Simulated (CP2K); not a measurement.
# AlN (P6_3mc) in CP2K: a series of runs

Runs on AlN. Level: PBE. Tasks: single point.

Program: CP2K 2026.2. These are calculated values, not measurements. Logs are shortened: lines on timing, memory, paths and dates and some standing lists are left out, and cuts for length are marked.

**The experiment to reproduce.**

From “Self-assembly of well-separated AlN nanowires directly on sputtered metallic TiN films”, 2019, arxiv:1910.07391, for a bulk crystal of AlN at 10 K: band gap 6.034 eV (an exciton energy, a little under the gap).

The results are compared with them further down.

### Step 1. The structure

The structure is hexagonal, space group P6_3mc (No. 186). The conventional cell has a = 3.113 Å, b = 3.113 Å, c = 4.981 Å, α = 90.00°, β = 90.00°, γ = 120.00°. Al (site symmetry 3m) has 4 N at 1.89 Å as nearest neighbours. Around N (site symmetry 3m) lie 4 Al at 1.89 Å.

### Step 2. Single point, PBE (strain = -0.01)

Contents of aln_scf.inp:

```
&GLOBAL
  PROJECT aln_scf
  RUN_TYPE ENERGY_FORCE
  PRINT_LEVEL LOW
&END GLOBAL
&FORCE_EVAL
  METHOD QS
  STRESS_TENSOR ANALYTICAL
  &DFT
    BASIS_SET_FILE_NAME BASIS_MOLOPT_UZH
    POTENTIAL_FILE_NAME POTENTIAL_UZH
    &MGRID
      CUTOFF 450
      REL_CUTOFF 60
      NGRIDS 5
    &END MGRID
    &QS
      METHOD GPW
      EPS_DEFAULT 1.0E-10
    &END QS
    &KPOINTS
      SCHEME MONKHORST-PACK 7 7 5
      GAMMA_CENTERED T
      SYMMETRY T
      SYMMETRY_BACKEND SPGLIB
    &END KPOINTS
    &SCF
      SCF_GUESS ATOMIC
      EPS_SCF 1.0E-6
      MAX_SCF 100
      ADDED_MOS 14
      CHOLESKY OFF
      EPS_EIGVAL 1.0E-7
      &DIAGONALIZATION ON
        ALGORITHM STANDARD
      &END DIAGONALIZATION
      &MIXING ON
        METHOD BROYDEN_MIXING
        ALPHA 0.4
        BETA 1.5
        NBUFFER 8
      &END MIXING
      &SMEAR ON
        METHOD FERMI_DIRAC
        ELECTRONIC_TEMPERATURE 580.23
      &END SMEAR
    &END SCF
    &XC
      &XC_FUNCTIONAL
        &GGA_X_PBE
        &END GGA_X_PBE
        &GGA_C_PBE
        &END GGA_C_PBE
      &END XC_FUNCTIONAL
    &END XC
    &PRINT
      &KPOINTS ON
      &END KPOINTS
      &MULLIKEN ON
      &END MULLIKEN
      &MO ON
        ENERGIES T
        OCCUPATION_NUMBERS T
        &EACH
          QS_SCF 0
        &END EACH
        ADD_LAST NUMERIC
      &END MO
      &E_DENSITY_CUBE ON
        STRIDE 1
      &END E_DENSITY_CUBE
      &V_HARTREE_CUBE ON
        STRIDE 1
      &END V_HARTREE_CUBE
      &ELF_CUBE ON
        STRIDE 1
      &END ELF_CUBE
    &END PRINT
  &END DFT
  &SUBSYS
    &CELL
      A 3.1130000000 0.0000000000 0.0000000000
      B -1.5565000000 2.6959370820 0.0000000000
      C 0.0000000000 0.0000000000 4.9311900000
      PERIODIC XYZ
    &END CELL
    &COORD
      Al  1.5565000002 0.8986456939 2.4655950000
      Al  -0.0000000002 1.7972913881 0.0000000000
      N   1.5565000002 0.8986456939 4.3394472000
      N   -0.0000000002 1.7972913881 1.8738522000
    &END COORD
    &KIND Al
      BASIS_SET TZVP-MOLOPT-PBE-GTH-q3
      POTENTIAL GTH-PBE-q3
    &END KIND
    &KIND N
      BASIS_SET TZVP-MOLOPT-PBE-GTH-q5
      POTENTIAL GTH-PBE-q5
    &END KIND
    &PRINT
      &ATOMIC_COORDINATES ON
      &END ATOMIC_COORDINATES
      &CELL ON
      &END CELL
      &SYMMETRY ON
      &END SYMMETRY
    &END PRINT
  &END SUBSYS
  &PRINT
    &FORCES ON
    &END FORCES
    &STRESS_TENSOR ON
    &END STRESS_TENSOR
  &END PRINT
&END FORCE_EVAL
```

Potentials or basis: POTENTIAL_UZH Al GTH-PBE-q3, N GTH-PBE-q5; TZVP-MOLOPT-PBE-GTH basis.

The run is started by

```sh
> OMP_NUM_THREADS=1 cp2k.psmp -i aln_scf.inp -o aln_scf.out
```

aln_scf.out:

```text

 CP2K| version string:                                       CP2K version 2026.2
 CP2K| Input file name                                               aln_scf.inp

 GLOBAL| Force Environment number                                              1
 GLOBAL| Basis set file name                                    BASIS_MOLOPT_UZH
 GLOBAL| Potential file name                                       POTENTIAL_UZH
 GLOBAL| MM Potential file name                                     MM_POTENTIAL
 GLOBAL| Coordinate file name                                      __STD_INPUT__
 GLOBAL| Method name                                                        CP2K
 GLOBAL| Project name                                                    aln_scf
 GLOBAL| Run type                                                   ENERGY_FORCE
 GLOBAL| FFT library                                                       FFTW3
[... 8 lines left out ...]
 GLOBAL| CPU model name                                                  UNKNOWN

 CELL| Volume [angstrom^3]:                                            41.384776
 CELL| Vector a [angstrom]:       3.113     0.000     0.000   |a| =     3.113000
 CELL| Vector b [angstrom]:      -1.556     2.696     0.000   |b| =     3.113000
 CELL| Vector c [angstrom]:       0.000     0.000     4.931   |c| =     4.931190
 CELL| Angle (b,c), alpha [degree]:                                    90.000000
 CELL| Angle (a,c), beta  [degree]:                                    90.000000
 CELL| Angle (a,b), gamma [degree]:                                   120.000000
 CELL| Numerically orthorhombic:                                              NO
 CELL| Periodicity                                                           XYZ

 CELL_REF| Volume [angstrom^3]:                                        41.384776
 CELL_REF| Vector a [angstrom     3.113     0.000     0.000   |a| =     3.113000
 CELL_REF| Vector b [angstrom    -1.556     2.696     0.000   |b| =     3.113000
 CELL_REF| Vector c [angstrom     0.000     0.000     4.931   |c| =     4.931190
 CELL_REF| Angle (b,c), alpha [degree]:                                90.000000
 CELL_REF| Angle (a,c), beta  [degree]:                                90.000000
 CELL_REF| Angle (a,b), gamma [degree]:                               120.000000
 CELL_REF| Numerically orthorhombic:                                          NO
 CELL_REF| Periodicity                                                       XYZ
[... 10 lines left out ...]

  Total number of            - Atomic kinds:                                   2
                             - Atoms:                                          4
                             - Shell sets:                                     4
                             - Shells:                                        28
                             - Primitive Cartesian functions:                 18
                             - Cartesian basis functions:                     72
                             - Spherical basis functions:                     68

  Maximum angular momentum of- Orbital basis functions:                        2
                             - Local part of the GTH pseudopotential:          2
                             - Non-local part of the GTH pseudopotential:      2

 MODULE QUICKSTEP: ATOMIC COORDINATES IN ANGSTROM

   Atom Kind Element         X             Y             Z       Z(eff)     Mass
      1    1 Al   13      1.556500      0.898646      2.465595   3.0000  26.9815
      2    1 Al   13     -0.000000      1.797291      0.000000   3.0000  26.9815
      3    2 N     7      1.556500      0.898646      4.339447   5.0000  14.0067
      4    2 N     7     -0.000000      1.797291      1.873852   5.0000  14.0067

 Crystal Symmetry Information
       International Symbol:                                              P6_3mc
       Point Group Symbol:                                                   6mm
       Schoenflies Symbol:                                                 C6v^4
       Number of Symmetry Operations:                                         12

 SCF PARAMETERS         Density guess:                                    ATOMIC
                        --------------------------------------------------------
                        max_scf:                                             100
[... 7 lines left out ...]
                        --------------------------------------------------------
                        level_shift [a.u.]:                             0.000000
                        added MOs                                        14    0
                        --------------------------------------------------------
                        Mixing method:                            BROYDEN_MIXING
[... 11 lines left out ...]
 *******************************************************************************
 BRILLOUIN| K-point scheme                                        Monkhorst-Pack
 BRILLOUIN| K-Point grid                                             7    7    5
 BRILLOUIN| Gamma-centered k-point mesh                                     ON
 BRILLOUIN| K-point symmetry accuracy                               0.100000E-05
 BRILLOUIN| K-Point point group symmetrization                                ON
 BRILLOUIN| Symmetry backend                                             SPGLIB
 BRILLOUIN| Symmetry reduction method                                    SPGLIB
 BRILLOUIN| Wavefunction type                                            COMPLEX
 BRILLOUIN| List of Kpoints [2 Pi/Bohr]                                       24
 BRILLOUIN| Number           Weight            X              Y              Z
 BRILLOUIN|     1           0.04898       -0.42857       -0.42857       -0.40000
 BRILLOUIN|     2           0.04898       -0.42857       -0.42857       -0.20000
 BRILLOUIN|     3           0.02449       -0.42857       -0.42857        0.00000
 BRILLOUIN|     4           0.04898       -0.42857       -0.28571       -0.40000
 BRILLOUIN|     5           0.04898       -0.42857       -0.28571       -0.20000
 BRILLOUIN|     6           0.02449       -0.42857       -0.28571        0.00000
[... 16 lines left out ...]
 BRILLOUIN|    23           0.00816        0.00000        0.00000       -0.20000
 BRILLOUIN|    24           0.00408        0.00000        0.00000        0.00000
 *******************************************************************************

 Extrapolation method: initial_guess

 Number of electrons:                                                         16
 Number of occupied orbitals:                                                  8
 Number of molecular orbitals:                                                22

 Number of orbital functions:                                                 68
 Number of independent orbital functions:                                     68

 SCF WAVEFUNCTION OPTIMIZATION

  Step     Update method      Time    Convergence         Total energy    Change
  ------------------------------------------------------------------------------
     1 NoMix/Diag. 0.40E+00    2.7     1.93995703       -24.5360661631 -2.45E+01
     2 Broy./Diag. 0.40E+00    3.1     0.11627214       -21.3298974745  3.21E+00
     3 Broy./Diag. 0.40E+00    3.0     0.09826342       -23.3765995769 -2.05E+00
     4 Broy./Diag. 0.40E+00    3.1     0.01909144       -24.2481045013 -8.72E-01
     5 Broy./Diag. 0.40E+00    3.0     0.00874313       -24.2072942045  4.08E-02
     6 Broy./Diag. 0.40E+00    3.1     0.00604147       -24.2425800815 -3.53E-02
     7 Broy./Diag. 0.40E+00    3.1     0.00168725       -24.2539085269 -1.13E-02
     8 Broy./Diag. 0.40E+00    3.0     0.00076114       -24.2519321917  1.98E-03
     9 Broy./Diag. 0.40E+00    3.0     0.00013192       -24.2537451153 -1.81E-03
    10 Broy./Diag. 0.40E+00    3.0     0.00009365       -24.2545190633 -7.74E-04
    11 Broy./Diag. 0.40E+00    3.0     0.00002233       -24.2544235934  9.55E-05
    12 Broy./Diag. 0.40E+00    3.1     0.00002083       -24.2545078994 -8.43E-05
    13 Broy./Diag. 0.40E+00    3.0     0.00000368       -24.2544908129  1.71E-05
    14 Broy./Diag. 0.40E+00    3.0     0.00000240       -24.2544789647  1.18E-05
    15 Broy./Diag. 0.40E+00    3.0     0.00000031       -24.2544799368 -9.72E-07

  *** SCF run converged in    15 steps ***

  Electronic density on regular grids:        -15.9999999993        0.0000000007
  Core density on regular grids:               15.9999999980       -0.0000000020
  Total charge density on r-space grids:       -0.0000000013
  Total charge density g-space grids:          -0.0000000013

  Overlap energy of the core charge distribution:               0.00000000069381
  Self energy of the core charge distribution:                -60.97857104327501
  Core Hamiltonian energy:                                     17.37616054283076
  Hartree energy:                                              26.27637894858875
  Exchange-correlation energy:                                 -6.92844838566897
  Electronic entropic energy:                                  -0.00000000000001
  Fermi energy:                                                 0.33566727166426

  Total energy:                                               -24.25447993683067
  Total energy (extrapolated to T->0):                        -24.25447993683067

 MO| EIGENVALUES AND OCCUPATION NUMBERS FOR K POINT 1
 MO|
 MO|  Index      Eigenvalue [a.u.]        Eigenvalue [eV]             Occupation
 MO|      1              -0.253247              -6.891213               2.000000
 MO|      2              -0.246259              -6.701059               2.000000
 MO|      3               0.017582               0.478440               2.000000
 MO|      4               0.029759               0.809775               2.000000
 MO|      5               0.117935               3.209188               2.000000
 MO|      6               0.139220               3.788376               2.000000
[... 14 lines left out ...]
 MO|     21               1.082065              29.444497               0.000000
 MO|     22               1.089051              29.634573               0.000000
 MO| Sum:                                                              16.000000
 MO| E(Fermi):            0.335667 a.u.          9.133971 eV
 MO| Band gap:            0.241738 a.u.          6.578029 eV
[... 354 lines left out ...]
 MO|      3               0.042411               1.154060               2.000000
 MO|      4               0.088545               2.409421               2.000000
 MO|      5               0.111572               3.036025               2.000000
 MO|      6               0.161580               4.396812               2.000000
[... 14 lines left out ...]
 MO|     21               1.031905              28.079566               0.000000
 MO|     22               1.125163              30.617235               0.000000
 MO| Sum:                                                              16.000000
 MO| E(Fermi):            0.335667 a.u.          9.133971 eV
 MO| Band gap:            0.245066 a.u.          6.668597 eV

 [... the levels of further k-points ...]

 The electron density is written in Cube    file format to the file:

 aln_scf-ELECTRON_DENSITY-1_0.cube

 !-----------------------------------------------------------------------------!
                     Mulliken Population Analysis

 #  Atom  Element  Kind  Atomic population                           Net charge
       1     Al       1          1.334196                              1.665804
       2     Al       1          1.334195                              1.665805
       3     N        2          6.665800                             -1.665800
       4     N        2          6.665809                             -1.665809
 # Total charge                             16.000000                 -0.000000

 !-----------------------------------------------------------------------------!

               ----- ELF is computed on the real space grid -----

 ELF is written in Cube    file format to the file:

 aln_scf-ELF_S1-1_0.cube

 ENERGY| Total FORCE_EVAL ( QS ) energy [hartree]            -24.254479438120445

 FORCES| Atomic forces [hartree/bohr]
 FORCES|   Atom     x               y               z               |f|
 FORCES|      1  1.46145432E-08  1.48517144E-08 -5.42913291E-03   5.42913291E-03
 FORCES|      2 -1.53321754E-08  7.95824912E-08 -5.42912800E-03   5.42912800E-03
 FORCES|      3  7.02533002E-08 -8.61663493E-08  4.89770106E-03   4.89770106E-03
 FORCES|      4 -6.95390825E-08 -8.26195329E-09  4.89774916E-03   4.89774916E-03
 FORCES| Sum    -3.41443578E-12  5.90304338E-12 -1.06281070E-03
 FORCES| Total atomic force                                       1.06281070E-03

 STRESS| Analytical stress tensor [bar]
 STRESS|                        x                   y                   z
 STRESS|      x        2.87560663983E+04  -5.68996319592E+00   1.96029288577E-03
 STRESS|      y       -5.68996319592E+00   2.87509545930E+04   2.94860062265E-01
 STRESS|      z        1.96029288577E-03   2.94860062265E-01   8.57294028127E+04
 STRESS| 1/3 Trace                                             4.77454746013E+04
 STRESS| Determinant                                           7.08780120109E+13

 STRESS| Eigenvectors and eigenvalues of the analytical stress tensor [bar]
 STRESS|                        1                   2                   3
 STRESS| Eigenvalues   2.87472728412E+04   2.87597481486E+04   8.57294028142E+04
 STRESS|      x           0.543252301569      0.839569494944      0.000000033890
 STRESS|      y           0.839569494932     -0.543252301562      0.000005174937
 STRESS|      z          -0.000004363130      0.000002782843      0.999999999987
```

Run time: 60 s. Hardware: 1 thread of Arm Neoverse V2, shared host; peak memory 0.32 GiB.

Results:

```
Free energy            : -659.9980 eV
Pressure               : 4.8 GPa
Largest force          : 0.279 eV/Å
Band gap on the k mesh : 4.30 eV, direct
Mulliken charges       : Al +1.67; N -1.67 e
```

Forces in eV/Å, atoms in the order of the input:
```
Al   0.000  0.000 -0.279
Al   0.000  0.000 -0.279
N    0.000  0.000  0.252
N    0.000  0.000  0.252
```

Stress tensor (GPa, compression positive):
```
2.88 0.00 0.00
0.00 2.88 0.00
0.00 0.00 8.57
```

Levels at points of the mesh, in eV from the valence-band top:
| k point | band 5 | band 6 | band 7 | band 8 | band 9 | band 10 | band 11 | band 12 |
| --- | --- | --- | --- | --- | --- | --- | --- | --- |
| (0.00, 0.00, 0.00) | -0.92 | -0.23 | -0.23 | 0.00 | 4.30 | 6.67 | 10.77 | 11.28 |

Caveat: Mulliken charges move with the basis; the basis of atomic orbitals isn't converged, which shifts pressures, moduli and gaps.

### Step 3. Single point, PBE

aln_scf.inp, as its differences from that of step 2:

```diff
@@ -83,3 +83,3 @@
       B -1.5565000000 2.6959370820 0.0000000000
-      C 0.0000000000 0.0000000000 4.9311900000
+      C 0.0000000000 0.0000000000 4.9810000000
       PERIODIC XYZ
@@ -87,6 +87,6 @@
     &COORD
-      Al  1.5565000002 0.8986456939 2.4655950000
+      Al  1.5565000002 0.8986456939 2.4905000000
       Al  -0.0000000002 1.7972913881 0.0000000000
-      N   1.5565000002 0.8986456939 4.3394472000
-      N   -0.0000000002 1.7972913881 1.8738522000
+      N   1.5565000002 0.8986456939 4.3832800000
+      N   -0.0000000002 1.7972913881 1.8927800000
     &END COORD
```

Potentials or basis: POTENTIAL_UZH Al GTH-PBE-q3, N GTH-PBE-q5; TZVP-MOLOPT-PBE-GTH basis.

The run is started by

```sh
> OMP_NUM_THREADS=1 cp2k.psmp -i aln_scf.inp -o aln_scf.out
```

It took 60 s on 1 thread of Arm Neoverse V2, shared host; peak memory 0.32 GiB.

The run converged. Its results:

| Quantity | Value |
| --- | --- |
| Free energy | -660.0139 eV |
| Pressure | 2.7 GPa |
| Band gap on the k mesh | 4.24 eV, direct |
| Mulliken charges | Al +1.65; N -1.65 e |

Stress tensor (GPa, compression positive):
```
2.23 0.00 0.00
0.00 2.23 0.00
0.00 0.00 3.75
```

Levels at points of the mesh, in eV from the valence-band top:
| k point | band 6 | band 7 | band 8 | band 9 | band 10 | band 11 |
| --- | --- | --- | --- | --- | --- | --- |
| (0.00, 0.00, 0.00) | -0.18 | -0.18 | 0.00 | 4.24 | 6.71 | 10.67 |

Caveat: the forces don't sum to zero, a sign of grid noise; Mulliken charges move with the basis; the basis of atomic orbitals isn't converged, which shifts pressures, moduli and gaps.

### Step 4. Against experiment

Step 3. Against the measured gap of AlN, 6.034 eV (an exciton energy, a little under the gap; 10 K; quoted in “Self-assembly of well-separated AlN nanowires directly on sputtered metallic TiN films”, 2019, arxiv:1910.07391), the calculated 4.24 eV is off by -1.79 eV. 2 values of this kind are on record (6.034 to 6.0343 eV); this one was drawn at random. The value is that of PBE in an atomic basis (POTENTIAL_UZH Al GTH-PBE-q3, N GTH-PBE-q5; TZVP-MOLOPT-PBE-GTH basis), whose error adds to the functional's,, without temperature or zero-point motion. Semilocal functionals fall short of measured gaps as a rule.
